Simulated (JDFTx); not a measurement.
## Sc under changes of volume

One of the cells (25.002 Å³/atom); the others are scaled copies at fixed shape and fractional positions:

```
Sc
1.0
     3.30900    0.00000    0.00000
    -1.65450    2.86568    0.00000
     0.00000    0.00000    5.27330
Sc
2
Direct
  0.66667 0.33333 0.75000
  0.33333 0.66667 0.25000
```

| Quantity | Value |
| --- | --- |
| Program | JDFTx 1.7.0 (patched build) |
| Functional | PBE |
| Potentials or basis | PseudoDojo-SR-PBE-0.5-standard |
| Cutoff | 1061 eV |
| Density cutoff | 4245 eV |
| k mesh | 9 × 9 × 5 |
| Occupations | fermi-dirac, width 0.05 eV |
| Spin | no spin polarisation |

```tsv
volume (Å³/atom)	energy over the lowest point (meV/atom)	pressure (GPa)
23.502	10.11	2.9
24.002	?	?
24.502	0.00	0.4
25.002	0.35	-0.6
25.502	4.05	-1.7
26.002	10.75	-2.6
26.502	20.19	-3.4
```

What does the run at 24.002 Å³/atom give?

Energy over the lowest point 3.11 meV/atom; pressure 1.6 GPa.

Worked out: A Birch-Murnaghan fit of order 3 (a polynomial in V^(-2/3)) to the other rows has its minimum at 24.69 Å³/atom with B0 = V·E''(V) = 54 GPa and B' = 3.0 at fixed shape and positions, which overstates the stiffness. It gives 3.12 meV/atom at 24.002 Å³/atom, against the run's 3.11, and -dE/dV = 1.6 GPa, against 1.6.

Energies are extrapolated to zero smearing.
